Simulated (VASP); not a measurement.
# Te2Mo (P2_1/m) in VASP: a series of runs, part 3 of 3

VASP 6.6.1.

### Step 5. Relaxation of cell and atoms, LDA

INCAR

```
  ALGO = Normal
  EDIFF = 1E-6
  EDIFFG = -0.01
  ENCUT = 600
  IBRION = 2
  ISIF = 3
  ISMEAR = 0
  KPAR = 4
  LASPH = True
  LCHARG = False
  LREAL = False
  LWAVE = False
  NELM = 80
  NSW = 90
  PREC = Accurate
  SIGMA = 0.03
```

KPOINTS

```
k-points
0
Gamma
  4 8 2
```

POSCAR

```
Te2Mo
1.0
    6.3300000000      0.0000000000      0.0000000000
    0.0000000000      3.4690000000      0.0000000000
   -0.9467947088      0.0000000000     13.8276237937
Te Mo
8 4
Direct
    0.5568000000      0.7500000000      0.3516000000
    0.4432000000      0.2500000000      0.6484000000
    0.5888000000      0.2500000000      0.1045000000
    0.4112000000      0.7500000000      0.8955000000
    0.0970000000      0.7500000000      0.1486000000
    0.9030000000      0.2500000000      0.8514000000
    0.0563000000      0.2500000000      0.3955000000
    0.9437000000      0.7500000000      0.6045000000
    0.3181000000      0.7500000000      0.5066000000
    0.6819000000      0.2500000000      0.4934000000
    0.1833000000      0.2500000000      0.0074000000
    0.8167000000      0.7500000000      0.9926000000
```

Potentials or basis: VASP PAW LDA potentials, release 64 (Te, Mo_sv).

Run with:

```
$ cat potpaw_LDA.64/Te/POTCAR potpaw_LDA.64/Mo_sv/POTCAR > POTCAR
$ mpirun -np 4 vasp_std > vasp.out
```

OUTCAR:

```text
EDIFF = 1E-6
   EDIFFG = -0.01
   ENCUT = 600
   IBRION = 2
   ISIF = 3
   ISMEAR = 0
   LASPH = True
   LREAL = False
   NELM = 80
   NSW = 90
   PREC = Accurate

 ion  position               nearest neighbor table
   1  0.557  0.750  0.352-  10 2.70  10 2.70   9 2.71   7 3.62   7 3.62
   2  0.443  0.250  0.648-   9 2.70   9 2.70  10 2.71   8 3.62   8 3.62
   3  0.589  0.250  0.105-  12 2.79  12 2.79  11 2.82   4 3.50   4 3.50   5 3.65   5 3.65   5 3.67
                             5 3.67
   4  0.411  0.750  0.895-  11 2.79  11 2.79  12 2.82   3 3.50   3 3.50   6 3.65   6 3.65   6 3.67
                             6 3.67
   5  0.097  0.750  0.149-  11 2.70  11 2.70  12 2.70   3 3.65   3 3.65   3 3.67   3 3.67
   6  0.903  0.250  0.851-  12 2.70  12 2.70  11 2.70   4 3.65   4 3.65   4 3.67   4 3.67
   7  0.056  0.250  0.395-   9 2.79   9 2.79  10 2.81   8 3.49   8 3.49   1 3.62   1 3.62
   8  0.944  0.750  0.605-  10 2.79  10 2.79   9 2.81   7 3.49   7 3.49   2 3.62   2 3.62
   9  0.318  0.750  0.507-   2 2.70   2 2.70   1 2.71   7 2.79   7 2.79   8 2.81  10 2.90  10 2.90

  10  0.682  0.250  0.493-   1 2.70   1 2.70   2 2.71   8 2.79   8 2.79   7 2.81   9 2.90   9 2.90

  11  0.183  0.250  0.007-   5 2.70   5 2.70   6 2.70   4 2.79   4 2.79   3 2.82  12 2.89  12 2.89

  12  0.817  0.750  0.993-   6 2.70   6 2.70   5 2.70   3 2.79   3 2.79   4 2.82  11 2.89  11 2.89

  LATTYP: Found a simple monoclinic cell.
 ALAT       =     6.3300000000
 B/A-ratio  =     0.5480252765
 C/A-ratio  =     2.1895734597
 COS(beta)  =    -0.0683113066

  Lattice vectors:

 A1 = (   6.3300000000,   0.0000000000,   0.0000000000)
[... 335 lines left out ...]

  energy  without entropy=      -82.2768754815  energy(sigma->0) =      -82.27789017

[... ionic steps 4 to 14 ...]

--------------------------------------- Ionic step       15  -------------------------------------------

 number of electron     103.9999994 magnetization

------------------------ aborting loop because EDIFF is reached ----------------------------------------
[... 87 lines left out ...]
--------------------------------------- Ionic step       17  -------------------------------------------

 number of electron     103.9999994 magnetization

 Free energy of the ion-electron system (eV)
  ---------------------------------------------------
  ext. energy  EPLUGINS =         0.00000000
  ---------------------------------------------------
  free energy    TOTEN  =       -82.31669729 eV

  energy without entropy =      -82.31534592  energy(sigma->0) =      -82.31602161

 E-fermi :   8.8962     XC(G=0): -10.8524

 val. band max:        8.8874534080   @ k =   0.0000   0.2500   0.5000
 cond. band min:       8.9195291923   @ k =   0.2500   0.0000   0.5000
 fundamental gap:      0.0320757842
 Fermi energy:         8.8962074067

 k-point     1 :       0.0000    0.0000    0.0000
  band No.  band energies     occupation
      1     -51.8676      2.00000
      2     -51.8345      2.00000
      3     -51.8005      2.00000
      4     -51.7690      2.00000
      5     -26.3477      2.00000
      6     -26.3134      2.00000
[... 1549 lines left out ...]
     61      10.8565      0.00000
     62      10.8874      0.00000

 [... further k-points ...]
[... 5 lines left out ...]
  --------------------------------------------------------------------------------------
  -------------------------------------------------------------------------------------
  Total        0.0051874      0.0029929      0.0472386      0.0000000      0.0000000      0.0358593
  in kB        0.0288539      0.0166475      0.2627535      0.0000000      0.0000000      0.1994587
  external PRESSURE =       0.1027516 kB  Pullay stress =       0.0000000 kB
[... 27 lines left out ...]
  FREE ENERGIE OF THE ION-ELECTRON SYSTEM (eV)
  ---------------------------------------------------
  free  energy   TOTEN  =       -82.3166972943 eV

  energy  without entropy=      -82.3153459225  energy(sigma->0) =      -82.31602161

 reached required accuracy - stopping structural energy minimisation
```

CONTCAR:

```text
Te2Mo
   1.00000000000000
     6.3063630645078748    0.0000000000000000    0.0098333293390231
     0.0000000000000000    3.4443633679316181    0.0000000000000000
    -0.9219176479540484    0.0000000000000000   13.2594189888745664
  Te              Mo
     8     4
Direct
     0.5577127901087373    0.7500000000000000    0.3468433019414218
     0.4422872098912626    0.2500000000000000    0.6531566980585782
     0.5873704265719526    0.2500000000000000    0.1053224703364903
     0.4126295734280473    0.7500000000000000    0.8946775296635098
     0.0954815170183040    0.7500000000000000    0.1535510573560354
     0.9045184829816959    0.2500000000000000    0.8464489426439645
     0.0549653786607131    0.2500000000000000    0.3943891575185530
     0.9450346213392867    0.7500000000000000    0.6056108424814473
     0.3196021227391842    0.7500000000000000    0.5062702933019549
     0.6803978772608159    0.2500000000000000    0.4937297066980454
     0.1827404158859505    0.2500000000000000    0.0075043169770249
     0.8172595841140495    0.7500000000000000    0.9924956830229751

  0.00000000E+00  0.00000000E+00  0.00000000E+00
  0.00000000E+00  0.00000000E+00  0.00000000E+00
  0.00000000E+00  0.00000000E+00  0.00000000E+00
  0.00000000E+00  0.00000000E+00  0.00000000E+00
  0.00000000E+00  0.00000000E+00  0.00000000E+00
  0.00000000E+00  0.00000000E+00  0.00000000E+00
  0.00000000E+00  0.00000000E+00  0.00000000E+00
  0.00000000E+00  0.00000000E+00  0.00000000E+00
  0.00000000E+00  0.00000000E+00  0.00000000E+00
  0.00000000E+00  0.00000000E+00  0.00000000E+00
  0.00000000E+00  0.00000000E+00  0.00000000E+00
  0.00000000E+00  0.00000000E+00  0.00000000E+00
```

Wall time 31 min (4 MPI ranks of Intel Xeon 6975P-C (Granite Rapids), shared host); peak memory 0.71 GiB.

What came out:

```yaml
Free_energy: -82.3167 eV
Relaxed_volume: 24.00 Å³/atom
Relaxed_cell: a = 6.306 Å, b = 3.444 Å, c = 13.291 Å, α = 90.00°, β = 93.89°, γ = 90.00°
Space_group_after_relaxing_to_0.05_Å: P2_1/m (No. 11)
Energy_gained_by_relaxing: 10.7 meV/atom
Ionic_steps: 17
Pressure_after_relaxing: 0.0 GPa
Largest_force_after_relaxing: 0.010 eV/Å
Band_gap_on_the_k_mesh: none (metal or under the smearing width)
```

Forces on the atoms (eV/Å):
```
Te   0.006  0.000 -0.007
Te  -0.006  0.000  0.007
Te  -0.006  0.000 -0.007
Te   0.006  0.000  0.007
Te  -0.008  0.000  0.005
Te   0.008  0.000 -0.005
Te   0.004  0.000  0.006
Te  -0.004  0.000 -0.006
Mo   0.002  0.000  0.003
Mo  -0.002  0.000 -0.003
Mo   0.002  0.000  0.004
Mo  -0.002  0.000 -0.004
```

The path:
| step | energy change (eV) | largest force (eV/Å) | pressure (GPa) | volume (Å³) |
| --- | --- | --- | --- | --- |
| 1 | 0.0000 | 0.3573 | -3.18 | 303.64 |
| 2 | 0.1962 | 1.2643 | 6.19 | 282.10 |
| 3 | -0.0901 | 0.1980 | -0.13 | 295.65 |
| 4 | -0.0901 | 0.2094 | -0.07 | 295.49 |
| 5 | -0.0980 | 0.1358 | -0.04 | 294.64 |
| 6 | -0.1026 | 0.1709 | 0.03 | 293.19 |
| 7 | -0.1075 | 0.1219 | -0.01 | 292.70 |
| 8 | -0.1116 | 0.0637 | -0.09 | 291.39 |
| 9 | -0.1165 | 0.0761 | 0.04 | 290.41 |
| 10 | -0.1191 | 0.1284 | 0.22 | 289.12 |
| 11 | -0.1230 | 0.1179 | -0.36 | 289.70 |
| 12 | -0.1233 | 0.1195 | -0.25 | 289.59 |
| 13 | -0.1260 | 0.0737 | 0.05 | 288.38 |
| 14 | -0.1260 | 0.0777 | 0.08 | 288.25 |
| 15 | -0.1277 | 0.0281 | -0.01 | 288.17 |
| 16 | -0.1277 | 0.0319 | -0.02 | 288.16 |
| 17 | -0.1278 | 0.0099 | 0.01 | 288.04 |

Final structure:
```
Te Mo
1.0
     6.30636    0.00000    0.00983
     0.00000    3.44436    0.00000
    -0.92192    0.00000   13.25942
Te Mo
8 4
Direct
  0.55771 0.75000 0.34684
  0.44229 0.25000 0.65316
  0.58737 0.25000 0.10532
  0.41263 0.75000 0.89468
  0.09548 0.75000 0.15355
  0.90452 0.25000 0.84645
  0.05497 0.25000 0.39439
  0.94503 0.75000 0.60561
  0.31960 0.75000 0.50627
  0.68040 0.25000 0.49373
  0.18274 0.25000 0.00750
  0.81726 0.75000 0.99250
```
